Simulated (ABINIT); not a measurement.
The system is BN.

```xyz
2
Lattice="1.2511 0.7223 3.3729 -1.2511 0.7223 3.3729 0.0000 -1.4447 3.3729" Properties=species:S:1:pos:R:3 pbc="T T T"
N     0.0000    0.0000    6.7517
B     0.0000    0.0000    0.0033
```

The cell is a database's computed one.

* Program: ABINIT 10.8.3 (patched build)
* Task: single point
* Functional: PBE
* Potentials or basis: JTH PAW PBE v2.0
* Cutoff: 707 eV
* k mesh: 12 × 12 × 12
* Occupations: fermi-dirac, width 0.05 eV
* Spin: no spin polarisation

On this cell: pressure 3.8 GPa; largest force 0.005 eV/Å; band gap on the k mesh 4.27 eV, indirect (least direct gap 4.68 eV).

The same run follows on a disturbed copy (atoms moved at random, drawn with an rms of 0.05 Å):

```
CELL_PARAMETERS angstrom
1.25112 0.72234 3.37293
-1.25112 0.72234 3.37293
0.00000 -1.44467 3.37293
ATOMIC_POSITIONS crystal
N 0.69139 0.66011 0.64607
B 0.98621 0.01287 0.01615
```

Question: What does the disturbed cell give?

Answer: The energy moves by +105.6 meV/atom; pressure 6.9 GPa; largest force 3.727 eV/Å; band gap on the k mesh 3.71 eV, indirect (least direct gap 4.58 eV).

Forces on the atoms (eV/Å):
```
N   -2.402 -2.752  0.737
B    2.402  2.752 -0.737
```

Stress tensor (GPa, compression positive):
```
 1.63 -6.98  1.32
-6.98 16.97  1.49
 1.32  1.49  2.20
```

Caveats: the atomic spheres overlap.

A k mesh can miss the band edges.
